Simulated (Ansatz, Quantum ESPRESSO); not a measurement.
This is a calculation of NiO for Quantum ESPRESSO 7.5. Atoms were shifted at random by some hundredths of an Å from the given cell, which wasn't relaxed again for these runs. The cell comes from a database or a generator and needn't be the stable form of this composition.

pw.in

```
&CONTROL
  calculation = 'scf'
  prefix = 'pwscf'
  outdir = './tmp'
  pseudo_dir = './pseudo'
  tprnfor = .true.
  tstress = .true.
  disk_io = 'nowf'
/
&SYSTEM
  ibrav = 0
  nat = 2
  ntyp = 2
  ecutwfc = 55
  ecutrho = 440
  nbnd = 22
  occupations = 'smearing'
  smearing = 'fd'
  degauss = 0.00367493
  nspin = 2
  starting_magnetization(1) = 0.0556
  starting_magnetization(2) = 0
/
&ELECTRONS
  conv_thr = 4d-10
  electron_maxstep = 120
  mixing_beta = 0.3
/
ATOMIC_SPECIES
Ni    58.6934 ni_pbe_v1.4.uspp.F.UPF
O     15.9990 O.pbe-n-kjpaw_psl.0.1.UPF
CELL_PARAMETERS angstrom
   2.5046153800    0.0000000000    0.0000000000
   0.0000000000    2.5046153800    0.0000000000
   0.0000000000    0.0000000000    2.5046153800
ATOMIC_POSITIONS crystal
Ni     0.0131410000    0.0027990000   -0.0037370000
O      0.4834500000    0.5023120000    0.5003710000
K_POINTS automatic
11 11 11 0 0 0
```

Potentials or basis: SSSP 1.3 efficiency PBE.

The run is started by

```sh
$ OMP_NUM_THREADS=1 pw.x -in pw.in > pw.out
```

Task: Set up the same calculation for Ansatz 0.2.0. Potentials or basis there: Ansatz PAW, cutoff 420 eV.

Result: As run (cutoffs and basis follow the program's own potentials, and thresholds, step limits or extra output files can differ):

The input input.yaml:

```yaml
crystal:
  lattice:
    - [2.50461538, 0.0, 0.0]
    - [0.0, 2.50461538, 0.0]
    - [0.0, 0.0, 2.50461538]
  atoms:
    - { symbol: Ni, position: [0.013141, 0.002799, -0.003737], spin: 1.0 }
    - { symbol: O, position: [0.48345, 0.502312, 0.500371] }
hamiltonian:
  xc: pbe
  pseudopotentials: { kind: paw }
magnetization:
  spin_polarized: true
kpoints:
  mp_grid: { grid: [11, 11, 11] }
scf:
  occupations: { method: fermi_dirac, width: 0.05 }
output:
  forces: true
  stress: true
  eigenvalues: true
```

Potentials or basis: Ansatz PAW.

Command:

```console
$ ansatz run input.yaml --threads 1 --pin off --max-ram 3584MiB --backend cpu --events-out ev --progress --plain --runs-dir out
```

Both were run:

|  | Quantum ESPRESSO | Ansatz |
| --- | --- | --- |
| Pressure | 30.1 GPa | 24.4 GPa |
| Largest force | 0.075 eV/Å | 0.084 eV/Å |
| Net moment | 1.59 μB per cell | 0.00 μB per cell |
| Absolute moment | 1.65 μB per cell | 0.00 μB per cell |
| Energy over the undisturbed cell | 1.5 meV/atom | 1.7 meV/atom |

Ansatz's pressure holds a Pulay term of +0.82 GPa for its cutoff of 420 eV, which the other run lacks.

Where Ansatz's input types no cutoff or centring, it takes its own default and a Γ-centred mesh.

The magnetic state is the one that the start led to; the real crystal's order can differ.

The two runs disagree by more than potentials and bases usually give (in gap, levels, pressure or energy); the cause wasn't traced.

The cell lies far from this level's equilibrium.

Pressure is positive in compression.
